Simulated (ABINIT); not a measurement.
Mg:

```
Mg
1.0
     3.20930    0.00000    0.00000
    -1.60465    2.77934    0.00000
     0.00000    0.00000    5.21030
Mg
2
Direct
  0.66667 0.33333 0.75000
  0.33333 0.66667 0.25000
```

Base run:

* Program: ABINIT 10.8.3 (patched build)
* Functional: WC
* Potentials or basis: JTH PAW PBE v2.0
* Cutoff: 517 eV
* k mesh: 10 × 10 × 5
* Occupations: fermi-dirac, width 0.05 eV
* Spin: no spin polarisation

Its results: band gap on the k mesh none (metal or under the smearing width); pressure -1.3 GPa.

The run is repeated on the same cell with these changes: functional from WC to PW91. What comes out?

Band gap on the k mesh none (metal or under the smearing width); pressure -0.7 GPa.

PW91 binds less tightly than WC, so the same cell stands under more pressure.

Caveats: the PAW data sets were made with another functional, which shifts forces and pressure a little.
